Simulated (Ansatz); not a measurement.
**How settings move the G0W0 gap of MoTe2 (3R-MoS2 type)**

MoTe2 (3R-MoS2 type), relaxed with r2SCAN+rVV10; one-shot G0W0 in Ansatz without spin-orbit coupling. Values at 0 K without nuclear motion; spin polarisation is off, and the phase may be a hypothetical one.

```
CELL_PARAMETERS angstrom
1.77341 1.02388 7.10414
-1.77341 1.02388 7.10414
0.00000 -2.04776 7.10414
ATOMIC_POSITIONS crystal
Mo 0.99996 0.99996 0.99996
Te 0.41742 0.41742 0.41742
Te 0.24928 0.24928 0.24928
```

Gaps are read over the mesh points alone. G0W0 here is at a finite number of bands, screening cutoff and k mesh, not at the basis limit.
```csv
start,potentials,frequency model,mesh,empty bands,screening cutoff (eV),Kohn-Sham gap (eV),G0W0 gap (eV),rough cost
PBE,PAW,contour deformation,4×4×4,125,80,0.98,1.22,2.8 core-minutes
PBE,PAW,contour deformation,4×4×4,291,140,0.98,1.25,9 core-minutes
PBE,PAW,contour deformation,4×4×4,534,210,0.98,1.27,40 core-minutes
HSE06,PAW,contour deformation,4×4×4,291,140,1.40,1.41,15 core-minutes
LDA,PAW,contour deformation,4×4×4,291,140,0.96,1.23,10 core-minutes
r2SCAN,PAW,contour deformation,4×4×4,291,140,1.09,1.31,11 core-minutes
```

Over the mesh points the PBE gap of 0.98 eV becomes a quasiparticle gap of 1.27 eV (T to k = (0, 1/4, -1/4)), a change of +0.29 eV. Renormalisation factors Z lie between 0.68 and 0.76.

Raising bands and cutoff together moves the gap by +0.03 eV (80 to 140 eV), then +0.02 eV (140 to 210 eV); the last step is small, which bounds nothing strictly. Starting from HSE06 (1.40 eV against PBE's 0.98 eV) gives 1.41 eV, +0.16 eV from G0W0@PBE at the same screening cutoff. Starting from LDA (0.96 eV against PBE's 0.98 eV) gives 1.23 eV, -0.02 eV from G0W0@PBE at the same screening cutoff. Starting from r2SCAN (1.09 eV against PBE's 0.98 eV) gives 1.31 eV, +0.06 eV from G0W0@PBE at the same screening cutoff. r2SCAN runs take a wave cutoff of 500 eV.

Coordinates of k points refer to the reciprocal vectors of the primitive cell of the runs.
